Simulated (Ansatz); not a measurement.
Runs of Ansatz 0.2.0 on CuO. The structure is orthorhombic, space group Cccm (No. 66). Conventional cell: a = 3.982 Å, b = 4.307 Å, c = 5.156 Å, α = 90.00°, β = 90.00°, γ = 90.00°. Cu (site symmetry 2/m) is surrounded by 4 O at 1.95 Å. Around O (site symmetry 222) lie 4 Cu at 1.95 Å. Measurements of this composition are mostly on another form, of space group No. 15.

| level | U | hubbard projectors | double counting | gap on the mesh (eV) | pressure (GPa) |
| --- | --- | --- | --- | --- | --- |
| PBE+U | Cu d U = 5 eV | ortho-atomic (the default) | fll (the default) | none | 4.1 |
| PBE | - | - | - | none | 1.4 |
| PBE+U | Cu d U = 3 eV | ortho-atomic (the default) | fll (the default) | none | 2.9 |
| PBE+U | Cu d U = 4 eV | ortho-atomic (the default) | fll (the default) | none | (b) |
| PBE+U | Cu d U = 6 eV | ortho-atomic (the default) | fll (the default) | none | (a) |

Alike in all rows: task projected density of states; potentials or basis Ansatz PAW; no spin polarisation; cell as given; k mesh 9 × 9 × 5; cutoff (eV) 420; smearing fermi-dirac 0.05 eV.

Problem. Fill in the values left out.

Solution. (a) 4.7; (b) 3.5.

Caveats: the run has no spin polarisation, though such a crystal can be magnetic; U without spin polarisation on a metal has little footing (some runs); semilocal functionals often make such compounds metallic where correlation or magnetic order opens a gap, which also shifts bond lengths (some runs).

A gap of «none» marks a metal or a gap under the smearing width.
